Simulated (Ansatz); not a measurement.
Level of theory: Ansatz 0.2.0, DFT, PBE, plane waves (420 eV) with PAW, scalar-relativistic.

An element in the diamond structure gives this curve. The cell is scaled uniformly from the relaxed one, with fractional coordinates and shape fixed. Energies are extrapolated to zero smearing, pressures are those at the given smearing. Magnetic state: spin not included.

```csv
V (Å³/atom),E − E₀ (meV/atom),P (GPa)
16.848,61.0,9.67
17.614,24.9,5.66
18.380,5.8,2.52
19.146,0.0,0.05
19.912,4.7,-1.89
20.678,17.6,-3.41
21.443,36.9,-4.60
```

(1) Which element is it?
A. phosphorus
B. rhodium
C. copper
D. ruthenium

Answers

(1) C. Its fit is V₀ = 19.15 Å³/atom, B₀ = 54 GPa, B₀′ = 5.1.
